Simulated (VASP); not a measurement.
Wanted: the native input for a VASP 6.6.1 run.

| Property | Result |
| --- | --- |
| Task | single point |
| Functional | RPBE |
| Potentials or basis | VASP PAW PBE potentials, release 64 (Sr_sv) |
| Cutoff | 520 eV |
| k mesh | 9 × 9 × 9 |
| Occupations | fermi-dirac, width 0.1 eV |
| Spin | no spin polarisation |
| Dipole correction | no |
| Further INCAR settings | ALGO = Normal; EDIFF = 1e-07; NBANDS = 11 |

The structure of Sr lies in POSCAR:

```
Sr
1.0
   -2.4373892368      2.4373892368      2.4373892368
    2.4373892368     -2.4373892368      2.4373892368
    2.4373892368      2.4373892368     -2.4373892368
Sr
1
Direct
    0.0000000000      0.0000000000      0.0000000000
```

The cell was built by a generator and needn't be a form met in nature.

One way to write it, as run:

INCAR

```
PREC = Accurate
ENCUT = 520
EDIFF = 1E-7
ISMEAR = -1
SIGMA = 0.1
LREAL = False
LASPH = True
NELM = 80
ALGO = Normal
ISIF = 2
LWAVE = False
LCHARG = True
GGA = RP
LELF = True
LVHAR = True
NBANDS = 11
```

KPOINTS

```
Automatic mesh
0
Gamma
  9 9 9
```

Potentials or basis: VASP PAW PBE potentials, release 64 (Sr_sv).

Command:

```console
$ cat potpaw_PBE.64/Sr_sv/POTCAR > POTCAR
$ mpirun -np 1 vasp_std > vasp.out
```

Results of the run:

```
Pressure               : 0.0 GPa
Band gap on the k mesh : none (metal or under the smearing width)
```

Caveat: the PAW data sets were made with another functional, which shifts forces and pressure a little.

Wall time 17 s on 1 thread of Intel(R) Xeon(R) Platinum 8488C (Sapphire Rapids), on a shared host, peak memory 0.17 GiB.
